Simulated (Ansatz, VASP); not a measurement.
Given: the input of a run of VASP 6.6.1 on BAs.

File INCAR:

```
SYSTEM = BAs
PREC = Accurate ; ENCUT = 520
EDIFF = 1E-6 ; ISMEAR = 0
SIGMA = 0.1 ; LREAL = .False.
LASPH = .True. ; NELM = 60
ALGO = Normal ; ISIF = 2
LWAVE = .False. ; LCHARG = .True.
LELF = .True. ; LVHAR = .True.
NBANDS = 11
```

The input KPOINTS:

```
regular mesh
0
Gamma
  10 10 10
  0 0 0
```

POSCAR

```
BAs
1.0
    0.0000000000      2.3885000000      2.3885000000
    2.3885000000      0.0000000000      2.3885000000
    2.3885000000      2.3885000000      0.0000000000
As B
1 1
Direct
    0.7500000000      0.7500000000      0.7500000000
    0.0000000000      0.0000000000      0.0000000000
```

Potentials or basis: VASP PAW LDA potentials, release 64 (As, B).

Command:

```console
$ cat potpaw_LDA.64/As/POTCAR potpaw_LDA.64/B/POTCAR > POTCAR
$ mpirun -np 1 vasp_std > vasp.out
```

Problem. Set up the same calculation for Ansatz 0.2.0. Potentials there: all-electron LAPW, scalar-relativistic.

Solution. As run (the cutoff follows the program's own potentials):

input.yaml

```yaml
crystal:
  lattice:
    - [0.0, 2.3885, 2.3885]
    - [2.3885, 0.0, 2.3885]
    - [2.3885, 2.3885, 0.0]
  atoms:
    - { symbol: As, position: [0.75, 0.75, 0.75] }
    - { symbol: B, position: [0.0, 0.0, 0.0] }
kpoints:
  mp_grid: { grid: [10, 10, 10] }
scf:
  occupations: { method: gaussian, width: 0.1 }
hamiltonian:
  xc: lda
  pseudopotentials: { kind: all_electron, lapw: { basis_error: 0.001 } }
output:
  forces: true
  stress: true
  eigenvalues: true
```

Potentials or basis: all-electron LAPW, scalar-relativistic.

The run is started by

```sh
$ ansatz run input.yaml --threads 1 --pin off --max-ram 3072MiB --backend cpu --events-out ev --progress --plain --runs-dir out
```

Both were run:

|  | VASP | Ansatz | Ansatz less VASP |
| --- | --- | --- | --- |
| gap on the k mesh at the Fermi level (eV) | 1.12 | 1.13 | +0.009 |
| least direct gap on the mesh (eV) | 3.25 | 3.25 | +0.006 |
| pressure (GPa) | -3.1 | -3.9 | -0.84 |

Ansatz ran all-electron here, so the differences hold the error of VASP's frozen core and of both bases.

A k mesh can miss the band edges.
